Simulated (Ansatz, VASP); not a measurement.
**One calculation of Sb, two programs**

File INCAR:

```
SYSTEM = Sb
PREC     = Accurate       ! precision mode
ENCUT    = 520            ! plane-wave cutoff, eV
EDIFF    = 1E-6           ! SCF threshold, eV
ISMEAR   = -1             ! smearing method
SIGMA    = 0.05           ! smearing width, eV
LREAL    = .FALSE.        ! projectors in reciprocal space
LASPH    = .TRUE.         ! aspherical terms in the spheres
NELM     = 100            ! most SCF steps
ALGO     = Normal         ! electronic algorithm
ISIF     = 2              ! what is computed and relaxed
LWAVE    = .FALSE.        ! write WAVECAR
LCHARG   = .FALSE.        ! write CHGCAR
GGA      = CA             ! functional
NBANDS   = 8              ! bands
```

The input KPOINTS:

```
regular mesh
0
G
  6 6 7
  0 0 0
```

Contents of POSCAR:

```
Sb
1.0
   -1.5948718800      1.5512544700      2.7276667100
    1.5472171300     -1.5649253900      2.7079107700
    1.6154168300      1.5854703400     -2.7356140700
Sb
1
Direct
    0.0000000000      0.0000000000      0.0000000000
```

File input.yaml:

```yaml
crystal:
  lattice:
    - [-1.59487188, 1.55125447, 2.72766671]
    - [1.54721713, -1.56492539, 2.70791077]
    - [1.61541683, 1.58547034, -2.73561407]
  atoms:
    - { symbol: Sb, position: [0.0, 0.0, 0.0] }
hamiltonian:
  xc: lda
  pseudopotentials: { kind: paw }
kpoints:
  mp_grid: { grid: [6, 6, 7] }
  band_path:
    path:
      - [[0.5, 0.0, 0.0], [0.0, 0.0, 0.0], [-0.5, 0.0, 0.5]]
      - [[0.0, 0.0, 0.5], [0.0, 0.0, 0.0], [0.0, -0.5, 0.0]]
      - [[0.5, -0.5, 0.0], [0.0, 0.0, 0.0], [-0.5, -0.5, 0.5]]
      - [[0.0, -0.5, 0.5], [0.0, 0.0, 0.0]]
    npoints: 14
scf:
  occupations: { method: fermi_dirac, width: 0.05 }
  n_extra_bands: 6
output:
  forces: true
  stress: true
  eigenvalues: true
  fatbands: true
```

This isn't the form of Sb at room conditions, which is rhombohedral.

Alike in both runs: functional LDA; k mesh 6 × 6 × 7; occupations fermi-dirac, width 0.05 eV; no spin polarisation.

|  | VASP | Ansatz |
| --- | --- | --- |
| version | VASP 6.6.1 | Ansatz 0.2.0 |
| potentials or method | VASP PAW LDA potentials, release 64 (Sb) | Ansatz PAW |
| plane-wave cutoff (eV) | 520 | 420 |
| valence electrons in the cell | 5 | 15 |
| task | single point | band structure |

Ansatz gave:

```
gap on the k mesh at the Fermi level (eV)       : none
pressure (GPa)                                  : -2.6
largest component of the traceless stress (GPa) : 2.16
```

**Question.** What did VASP give for the same quantities?

**Answer.** gap on the k mesh at the Fermi level (eV): none; pressure (GPa): -2.5; largest component of the traceless stress (GPa): 2.15.

A gap of «none» marks a metal or a gap that the smearing closes. The two sets of potentials don't hold the same shells in valence.

Caveats: the k mesh is coarse (spacing up to 0.40 Å⁻¹), so the values aren't converged; spin-orbit coupling is left out, which moves the levels of the heavy elements (Ansatz); the PAW data sets come from PBE, with cores solved anew for the run's functional, which leaves a small shift of forces and pressure (Ansatz). Spin-orbit coupling is left out, which matters for the levels of Sb.
